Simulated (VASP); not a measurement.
# CsPbCl3 (Pm-3m) in VASP: settings compared

Aim: see how the results for CsPbCl3 move with the level of theory and the settings. Levels: PBEsol, PBE. Tasks: relaxation of cell and atoms.

All numbers are computed with VASP 6.6.1; they aren't measurements. Logs are shortened: lines on timing, memory, paths and dates and some standing lists are left out, and cuts for length are marked.

## (1) Starting point

The structure is cubic, space group Pm-3m (No. 221). The conventional cell has a = 5.616 Å, b = 5.616 Å, c = 5.616 Å, α = 90.00°, β = 90.00°, γ = 90.00°. Cs (site symmetry m-3m) is surrounded by 12 Cl at 3.97 Å. Pb (site symmetry m-3m) has 6 Cl at 2.81 Å as nearest neighbours. Cl (site symmetry 4/mmm) is surrounded by 2 Pb at 2.81 Å.

## (2) Relaxation of cell and atoms, PBEsol

File INCAR:

```
SYSTEM = CsPbCl3
  PREC = Accurate
  ENCUT = 600
  EDIFF = 1E-7
  ISMEAR = 0
  SIGMA = 0.03
  LREAL = .False.
  LASPH = .True.
  NELM = 80
  ALGO = Normal
  ISIF = 3
  LWAVE = .False.
  LCHARG = .False.
  GGA = PS
  IBRION = 2
  NSW = 90
  EDIFFG = -0.005
  KPAR = 4
```

File KPOINTS:

```
regular mesh
0
Gamma
  6 6 6
  0 0 0
```

File POSCAR:

```
CsPbCl3                                 
1.0
    5.6160790491      0.0000000000      0.0000000000
   -0.0000000000      5.6160790491     -0.0000000000
    0.0000000000      0.0000000000      5.6160790491
  Cs              Pb              Cl            
     1     1     3
Direct
     0.0000000000000000    0.0000000000000000    0.0000000000000000
     0.5000000000000000    0.5000000000000000    0.5000000000000000
     0.5000000000000000    0.5000000000000000    0.0000000000000000
     0.0000000000000000    0.5000000000000000    0.5000000000000000
     0.5000000000000000    0.0000000000000000    0.5000000000000000
```

Potentials or basis: VASP PAW PBE potentials, release 64 (Cs_sv, Pb_d, Cl).

Run with:

```sh
> cat potpaw_PBE.64/Cs_sv/POTCAR potpaw_PBE.64/Pb_d/POTCAR potpaw_PBE.64/Cl/POTCAR > POTCAR
> mpirun -np 4 vasp_std > vasp.out
```

OUTCAR:

```text
SYSTEM = CsPbCl3
   PREC = Accurate
   ENCUT = 600
   EDIFF = 1E-7
   ISMEAR = 0
   LREAL = .False.
   LASPH = .True.
   NELM = 80
   ISIF = 3
   GGA = PS
   IBRION = 2
   NSW = 90
   EDIFFG = -0.005

 ion  position               nearest neighbor table
   1  0.000  0.000  0.000-
   2  0.500  0.500  0.500-   3 2.81   4 2.81   5 2.81   3 2.81   5 2.81   4 2.81
   3  0.500  0.500  0.000-   2 2.81   2 2.81
   4  0.000  0.500  0.500-   2 2.81   2 2.81
   5  0.500  0.000  0.500-   2 2.81   2 2.81

  LATTYP: Found a simple cubic cell.
 ALAT       =     5.6160790491

  Lattice vectors:

 A1 = (   5.6160790491,   0.0000000000,   0.0000000000)
 A2 = (   0.0000000000,   5.6160790491,   0.0000000000)
 A3 = (   0.0000000000,   0.0000000000,   5.6160790491)

Analysis of symmetry for initial positions (statically):
=====================================================================
 Subroutine PRICEL returns:
 Original cell was already a primitive cell.

 Routine SETGRP: Setting up the symmetry group for a
 simple cubic supercell.

 Subroutine GETGRP returns: Found 48 space group operations
 (whereof 48 operations were pure point group operations)
 out of a pool of 48 trial point group operations.

The static configuration has the point symmetry O_h .

Analysis of symmetry for dynamics (positions and initial velocities):
=====================================================================
 Subroutine PRICEL returns:
 Original cell was already a primitive cell.

 Routine SETGRP: Setting up the symmetry group for a
 simple cubic supercell.

 Subroutine GETGRP returns: Found 48 space group operations
 (whereof 48 operations were pure point group operations)
 out of a pool of 48 trial point group operations.

The dynamic configuration has the point symmetry O_h .

 Subroutine INISYM returns: Found 48 space group operations
 (whereof 48 operations are pure point group operations),
 and found     1 'primitive' translations

----------------------------------------------------------------------------------------

                                     Primitive cell

  volume of cell :     177.1331

  direct lattice vectors                    reciprocal lattice vectors
     5.616079049  0.000000000  0.000000000     0.178060172  0.000000000  0.000000000
     0.000000000  5.616079049  0.000000000     0.000000000  0.178060172  0.000000000
     0.000000000  0.000000000  5.616079049     0.000000000  0.000000000  0.178060172

  length of vectors
     5.616079049  5.616079049  5.616079049     0.178060172  0.178060172  0.178060172

  position of ions in fractional coordinates (direct lattice)
     0.000000000  0.000000000  0.000000000
     0.500000000  0.500000000  0.500000000
     0.500000000  0.500000000  0.000000000
     0.000000000  0.500000000  0.500000000
     0.500000000  0.000000000  0.500000000

  ion indices of the primitive-cell ions
   primitive index   ion index
                 1           1
                 2           2
                 3           3
                 4           4
                 5           5

----------------------------------------------------------------------------------------

 KPOINTS: regular mesh

Automatic generation of k-mesh.
 Grid dimensions read from file:
 generate k-points for:    6    6    6

 Generating k-lattice:

[... 61 lines left out ...]
   NFREE  =      1    steps in history (QN), initial steepest desc. (CG)
   ISIF   =      3    stress and relaxation
   ISYM   =      2    0-nonsym 1-usesym 2-fastsym
   POTIM  = 0.5000    time-step for ionic-motion
   TEBEG  =    0.0;   TEEND  =   0.0 temperature during run
   PSTRESS=    0.0 pullay stress
   NELECT =      44.0000    total number of electrons
   NUPDOWN=      -1.0000    fix difference up-down
   EMIN   =  10.00;   EMAX   =-10.00  energy-range for DOS
   EFERMI =   0.00;   METHOD = LEGACY
   ISMEAR =     0;   SIGMA  =   0.03  broadening in eV -4-tet -1-fermi 0-gaus
   EFERMI_NEDOS =   21; number of points for ismear=-14 and -15
   IALGO  =     38    algorithm
   IMIX   =      4    mixing-type and parameters
     AMIX     =   0.40;   BMIX     =  1.00
     AMIX_MAG =   1.60;   BMIX_MAG =  1.00
  volume/ion in A,a.u.               =      35.43       239.07
  Fermi-wavevector in a.u.,A,eV,Ry     =   1.029104  1.944724 14.409313  1.059055
  Thomas-Fermi vector in A             =   2.163134
   LORBIT       =      0    0 simple, 1 ext, 2 COOP (PROOUT), +10 PAW based schemes
   GGA     = PS    functional components
   LHFCALC =     F    Hartree Fock is set to
   AEXX    =    0.0000 exact exchange contribution
   IVDW    =     0    specifies the selected vdW correction
   LEPSILON=     F    determine dielectric tensor
   LRPA    =     F    only Hartree local field effects (RPA)
 conjugate gradient relaxation of ions
 non-spin polarized calculation
 Gauss-broadening in eV      SIGMA  =   0.03
  energy-cutoff  :      600.00
  volume of cell :      177.13
 maximum number of plane-waves:      5932
 NGX is ok and might be reduce to    48
   NGX = 23   NGY = 23   NGZ = 23

--------------------------------------- Ionic step        1  -------------------------------------------

 number of electron      43.9999993 magnetization

 Free energy of the ion-electron system (eV)
  ---------------------------------------------------
  ext. energy  EPLUGINS =         0.00000000
  ---------------------------------------------------
  free energy    TOTEN  =       -18.38280516 eV

  energy without entropy =      -18.38280516  energy(sigma->0) =      -18.38280516

------------------------ aborting loop because EDIFF is reached ----------------------------------------

  FORCE on cell =-STRESS in cart. coord.  units (eV):
  Direction    XX          YY          ZZ          XY          YZ          ZX
  --------------------------------------------------------------------------------------
  -------------------------------------------------------------------------------------
  Total        0.0459716      0.0459716      0.0459716      0.0000000     -0.0000000      0.0000000
  in kB        0.4158152      0.4158152      0.4158152      0.0000000     -0.0000000      0.0000000
  external PRESSURE =       0.4158152 kB  Pullay stress =       0.0000000 kB

 VOLUME and BASIS-vectors are now :
 -----------------------------------------------------------------------------
  energy-cutoff  :      600.00
  volume of cell :      177.13
      direct lattice vectors                 reciprocal lattice vectors
     5.616079049  0.000000000  0.000000000     0.178060172  0.000000000  0.000000000
     0.000000000  5.616079049  0.000000000     0.000000000  0.178060172  0.000000000
     0.000000000  0.000000000  5.616079049     0.000000000  0.000000000  0.178060172

 POSITION                                       TOTAL-FORCE (eV/Angst)
 -----------------------------------------------------------------------------------
      0.00000      0.00000      0.00000         0.000000      0.000000      0.000000
      2.80804      2.80804      2.80804         0.000000      0.000000      0.000000
      2.80804      2.80804      0.00000         0.000000      0.000000      0.000000
      0.00000      2.80804      2.80804         0.000000      0.000000      0.000000
      2.80804      0.00000      2.80804         0.000000      0.000000      0.000000
 -----------------------------------------------------------------------------------
    total drift:                                0.000000     -0.000000     -0.000000

  FREE ENERGIE OF THE ION-ELECTRON SYSTEM (eV)
  ---------------------------------------------------
  free  energy   TOTEN  =       -18.3828051632 eV

  energy  without entropy=      -18.3828051632  energy(sigma->0) =      -18.38280516

--------------------------------------- Ionic step        2  -------------------------------------------

 number of electron      43.9999993 magnetization

 Free energy of the ion-electron system (eV)
  ---------------------------------------------------
  ext. energy  EPLUGINS =         0.00000000
  ---------------------------------------------------
  free energy    TOTEN  =       -18.38284092 eV

  energy without entropy =      -18.38284092  energy(sigma->0) =      -18.38284092

 E-fermi :   1.7464     XC(G=0):  -7.9767

 val. band max:        1.6201611698   @ k =   0.5000   0.5000   0.5000
 cond. band min:       3.4592810628   @ k =   0.5000   0.5000   0.5000
 fundamental gap:      1.8391198930
 Fermi energy:         1.7463738555

 k-point     1 :       0.0000    0.0000    0.0000
  band No.  band energies     occupation
      1     -19.6880      2.00000
      2     -15.1156      2.00000
      3     -15.1156      2.00000
      4     -14.8712      2.00000
      5     -14.8712      2.00000
      6     -14.8712      2.00000
[... 569 lines left out ...]
     25       3.4593      0.00000
     26       6.6451      0.00000

------------------------ aborting loop because EDIFF is reached ----------------------------------------

  FORCE on cell =-STRESS in cart. coord.  units (eV):
  Direction    XX          YY          ZZ          XY          YZ          ZX
  --------------------------------------------------------------------------------------
  -------------------------------------------------------------------------------------
  Total        0.0071076      0.0071076      0.0071076      0.0000000      0.0000000     -0.0000000
  in kB        0.0642028      0.0642028      0.0642028      0.0000000      0.0000000     -0.0000000
  external PRESSURE =       0.0642028 kB  Pullay stress =       0.0000000 kB

 VOLUME and BASIS-vectors are now :
 -----------------------------------------------------------------------------
  energy-cutoff  :      600.00
  volume of cell :      177.37
      direct lattice vectors                 reciprocal lattice vectors
     5.618570107  0.000000000  0.000000000     0.177981227 -0.000000000  0.000000000
     0.000000000  5.618570107  0.000000000    -0.000000000  0.177981227  0.000000000
    -0.000000000 -0.000000000  5.618570107    -0.000000000 -0.000000000  0.177981227

 POSITION                                       TOTAL-FORCE (eV/Angst)
 -----------------------------------------------------------------------------------
      0.00000      0.00000      0.00000         0.000000      0.000000      0.000000
      2.80929      2.80929      2.80929        -0.000000     -0.000000      0.000000
      2.80929      2.80929      0.00000         0.000000      0.000000      0.000000
      0.00000      2.80929      2.80929         0.000000      0.000000      0.000000
      2.80929      0.00000      2.80929         0.000000      0.000000      0.000000
 -----------------------------------------------------------------------------------
    total drift:                                0.000000     -0.000000     -0.000000

  FREE ENERGIE OF THE ION-ELECTRON SYSTEM (eV)
  ---------------------------------------------------
  free  energy   TOTEN  =       -18.3828409222 eV

  energy  without entropy=      -18.3828409222  energy(sigma->0) =      -18.38284092

 reached required accuracy - stopping structural energy minimisation
```

It took 35 s on 4 MPI ranks of AMD EPYC 9R45 (Zen 5), shared host; peak memory 0.4 GiB.

What came out:

```yaml
Free_energy: -18.3828 eV
Relaxed_volume: 35.47 Å³/atom
Relaxed_cell: a = 5.619 Å, b = 5.619 Å, c = 5.619 Å, α = 90.00°, β = 90.00°, γ = 90.00°
Space_group_after_relaxing_to_0.05_Å: Pm-3m (No. 221)
Energy_gained_by_relaxing: 0.0 meV/atom
Ionic_steps: 2
Pressure_after_relaxing: 0.0 GPa
Band_gap_on_the_k_mesh: 1.84 eV, direct
```

Final structure:
```
Cs Pb Cl
1.0
     5.61857    0.00000    0.00000
     0.00000    5.61857    0.00000
     0.00000    0.00000    5.61857
Cs Pb Cl
1 1 3
Cartesian
  0.0000 0.0000 0.0000
  2.8093 2.8093 2.8093
  2.8093 2.8093 0.0000
  0.0000 2.8093 2.8093
  2.8093 0.0000 2.8093
```

Levels at points of the mesh, in eV from the valence-band top:
| k point | band 19 | band 20 | band 21 | band 22 | band 23 | band 24 | band 25 | band 26 |
| --- | --- | --- | --- | --- | --- | --- | --- | --- |
| (0.00, 0.00, 0.00) | -2.58 | -2.48 | -2.48 | -2.48 | 3.24 | 4.26 | 4.26 | 5.15 |
| (0.50, 0.00, 0.00) | -2.69 | -2.59 | -2.59 | -1.67 | 2.94 | 4.63 | 5.18 | 5.26 |
| (0.50, 0.50, 0.00) | -2.78 | -2.71 | -2.16 | -0.81 | 2.43 | 2.43 | 4.86 | 5.35 |
| (0.50, 0.50, 0.50) | -2.15 | -2.15 | -2.15 | 0.00 | 1.84 | 1.84 | 1.84 | 5.02 |

Caveat: the PAW data sets were made with another functional, which shifts forces and pressure a little; spin-orbit coupling is left out, which as a rule narrows the gap of such compounds by several tenths of an eV.

## (3) Relaxation of cell and atoms, PBE

This run uses another cell than the first one, of 35.22 Å³/atom, 0.994 times its volume.

File INCAR:

```
SYSTEM = CsPbCl3
  PREC = Accurate
  ENCUT = 600
  EDIFF = 1E-6
  ISMEAR = 0
  SIGMA = 0.03
  LREAL = .FALSE.
  LASPH = .TRUE.
  NELM = 80
  ALGO = Normal
  ISIF = 3
  LWAVE = .FALSE.
  LCHARG = .FALSE.
  GGA = PE
  IBRION = 2
  NSW = 90
  EDIFFG = -0.01
```

File KPOINTS:

```
Automatic mesh
0
G
  6 6 6
  0 0 0
```

File POSCAR:

```
CsPbCl3
1.0
    5.6050000000      0.0000000000      0.0000000000
    0.0000000000      5.6050000000      0.0000000000
    0.0000000000      0.0000000000      5.6050000000
Cs Pb Cl
1 1 3
Direct
    0.0000000000      0.0000000000      0.0000000000
    0.5000000000      0.5000000000      0.5000000000
    0.5000000000      0.5000000000      0.0000000000
    0.0000000000      0.5000000000      0.5000000000
    0.5000000000      0.0000000000      0.5000000000
```

Potentials or basis: VASP PAW PBE potentials, release 64 (Cs_sv, Pb_d, Cl).

Run with:

```sh
> cat potpaw_PBE.64/Cs_sv/POTCAR potpaw_PBE.64/Pb_d/POTCAR potpaw_PBE.64/Cl/POTCAR > POTCAR
> mpirun -np 1 vasp_std > vasp.out
```

Run time: 1.9 min. Hardware: 1 thread of Intel Xeon 6975P-C (Granite Rapids), shared host; peak memory 0.4 GiB.

The run converged. Its results:

```yaml
Free_energy: -17.5649 eV
Relaxed_volume: 37.73 Å³/atom
Relaxed_cell: a = 5.735 Å, b = 5.735 Å, c = 5.735 Å, α = 90.00°, β = 90.00°, γ = 90.00°
Space_group_after_relaxing_to_0.05_Å: Pm-3m (No. 221)
Energy_gained_by_relaxing: 12.9 meV/atom
Ionic_steps: 3
Pressure_after_relaxing: 0.0 GPa
Band_gap_on_the_k_mesh: 2.22 eV, direct
```

The path:
```tsv
step	energy change (eV)	largest force (eV/Å)	pressure (GPa)	volume (Å³)
1	0.0000	0.0000	1.76	176.09
2	-0.0621	0.0000	0.29	186.14
3	-0.0643	0.0000	-0.02	188.63
```

Final structure:
```
Cs Pb Cl
1.0
     5.73506    0.00000    0.00000
     0.00000    5.73506    0.00000
     0.00000    0.00000    5.73506
Cs Pb Cl
1 1 3
Cartesian
  0.0000 0.0000 0.0000
  2.8675 2.8675 2.8675
  2.8675 2.8675 0.0000
  0.0000 2.8675 2.8675
  2.8675 0.0000 2.8675
```

Levels at points of the mesh, in eV from the valence-band top:
```
           k point  band 18  band 19  band 20  band 21  band 22  band 23  band 24  band 25  band 26
(0.00, 0.00, 0.00)    -2.12    -2.12    -2.04    -2.04    -2.04     3.67     4.75     4.75     5.64
(0.50, 0.00, 0.00)    -2.22    -2.22    -2.13    -2.13    -1.44     3.15     4.99     5.40     5.40
(0.50, 0.50, 0.00)    -2.31    -2.28    -2.28    -1.75    -0.70     2.72     2.72     5.04     5.71
(0.50, 0.50, 0.50)    -2.30    -1.75    -1.75    -1.75     0.00     2.22     2.22     2.22     5.44
```

Caveat: spin-orbit coupling is left out, which as a rule narrows the gap of such compounds by several tenths of an eV.

## (4) Relaxation of cell and atoms, PBE

This run uses another cell than the first one, of 37.73 Å³/atom, 1.065 times its volume.

Edit INCAR of step 3 so:

```diff
@@ -3,3 +3,3 @@
   ENCUT = 600
-  EDIFF = 1E-6
+  EDIFF = 1E-7
   ISMEAR = 0
@@ -16,2 +16,2 @@
   NSW = 90
-  EDIFFG = -0.01
+  EDIFFG = -0.005
```

KPOINTS is that of step 3.

File POSCAR:

```
CsPbCl3                                 
1.0
    5.7350587953      0.0000000000     -0.0000000000
    0.0000000000      5.7350587953      0.0000000000
    0.0000000000      0.0000000000      5.7350587953
  Cs              Pb              Cl            
     1     1     3
Direct
     0.0000000000000000    0.0000000000000000    0.0000000000000000
     0.5000000000000000    0.5000000000000000    0.5000000000000000
     0.5000000000000000    0.5000000000000000    0.0000000000000000
     0.0000000000000000    0.5000000000000000    0.5000000000000000
     0.5000000000000000    0.0000000000000000    0.5000000000000000
```

Run with:

```sh
> cat potpaw_PBE.64/Cs_sv/POTCAR potpaw_PBE.64/Pb_d/POTCAR potpaw_PBE.64/Cl/POTCAR > POTCAR
> mpirun -np 1 vasp_std > vasp.out
```

Wall time 65 s (1 thread of Intel Xeon 6975P-C (Granite Rapids), shared host); peak memory 0.39 GiB.

Results (log left out):

| Quantity | Value |
| --- | --- |
| Free energy | -17.5661 eV |
| Pressure after relaxing | 0.0 GPa |
| Band gap on the k mesh | 2.22 eV, direct |

Final structure:
```cif
data_structure
_symmetry_space_group_name_H-M 'P 1'
_symmetry_Int_Tables_number 1
_cell_length_a 5.7351
_cell_length_b 5.7351
_cell_length_c 5.7351
_cell_angle_alpha 90.000
_cell_angle_beta 90.000
_cell_angle_gamma 90.000
_cell_volume 188.63
loop_
_atom_site_label
_atom_site_type_symbol
_atom_site_fract_x
_atom_site_fract_y
_atom_site_fract_z
_atom_site_occupancy
Cs1 Cs 0.00000 0.00000 0.00000 1
Pb1 Pb 0.50000 0.50000 0.50000 1
Cl1 Cl 0.50000 0.50000 0.00000 1
Cl2 Cl 0.00000 0.50000 0.50000 1
Cl3 Cl 0.50000 0.00000 0.50000 1
```

Levels at points of the mesh, in eV from the valence-band top:
```csv
k point,band 19,band 20,band 21,band 22,band 23,band 24,band 25,band 26
"(0.00, 0.00, 0.00)",-2.12,-2.04,-2.04,-2.04,3.67,4.75,4.75,5.64
"(0.50, 0.00, 0.00)",-2.22,-2.13,-2.13,-1.44,3.15,4.99,5.40,5.41
"(0.50, 0.50, 0.00)",-2.28,-2.28,-1.75,-0.70,2.72,2.72,5.04,5.71
"(0.50, 0.50, 0.50)",-1.75,-1.75,-1.75,0.00,2.22,2.22,2.22,5.44
```

Caveat: the relaxation stopped at its first step, so nothing moved; spin-orbit coupling is left out, which as a rule narrows the gap of such compounds by several tenths of an eV. Expect the measured gap to be larger: semilocal functionals such as PBE lack the derivative discontinuity.

(Part 1 of 2 ends here.)
